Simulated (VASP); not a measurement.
Input of a VASP 6.6.1 run:

The input INCAR:

```
ALGO = Fast ; EDIFF = 1E-6
ENCUT = 520 ; GGA = PE
ISIF = 2 ; ISMEAR = 0
ISPIN = 2 ; LASPH = T
LCHARG = F ; LDAU = T
LDAUJ = 0 0 ; LDAUL = 2 -1
LDAUPRINT = 1 ; LDAUTYPE = 2
LDAUU = 5 0 ; LMAXMIX = 4
LORBIT = 11 ; LREAL = F
LWAVE = F ; MAGMOM = 3 0
NELM = 100 ; PREC = Accurate
SIGMA = 0.05
```

KPOINTS

```
k-points
0
Gamma
  8 8 8
```

POSCAR

```
FeO
1.0
    0.0000000000      2.1554001600      2.1554001600
    2.1554001600      0.0000000000      2.1554001600
    2.1554001600      2.1554001600      0.0000000000
Fe O
1 1
Direct
    0.0000000000      0.0000000000      0.0000000000
    0.5000000000      0.5000000000      0.5000000000
```

Potentials or basis: VASP PAW PBE potentials, release 64 (Fe, O).

Run with:

```sh
$ cat potpaw_PBE.64/Fe/POTCAR potpaw_PBE.64/O/POTCAR > POTCAR
$ mpirun -np 1 vasp_std > vasp.out
```

Question: What does it give for the band gap on the k mesh?

Answer: None (metal or under the smearing width).

Question: What does it give for the net moment?

Answer: 4.00 μB per cell.

Question: Predict the site moments.

Answer: Fe +3.86; O +0.18 μB.

Eigenvalues of the final occupation matrices:
```csv
site,spin,trace,eigenvalues
site 1 d,1,4.96,0.97 0.97 0.97 1.02 1.02
site 1 d,2,1.14,0.10 0.10 0.31 0.31 0.31
```

Caveat: a cell with one magnetic atom can't hold antiferromagnetic order, which such compounds often take. The state reached can hang on the start; a lower one may exist.

**The experiment to reproduce.**

From “W\"ustite: Electric, thermodynamic and optical properties of FeO”, 2012, arxiv:1203.1201, for a bulk crystal of FeO: band gap 2.4 eV (optical).

A measured gap of FeO is 2.4 eV (optical; quoted in “W\"ustite: Electric, thermodynamic and optical properties of FeO”, 2012, arxiv:1203.1201); the calculated 0.00 eV misses it by -2.40 eV. So large a miss can be the level of theory's own, or it may mean another phase, state or a wrong row. The value is that of PBE+U on a finite k mesh, which can miss the band edges, without temperature or zero-point motion. The run's magnetic order (collinear spin, ferromagnetic start) needn't be the measured crystal's.
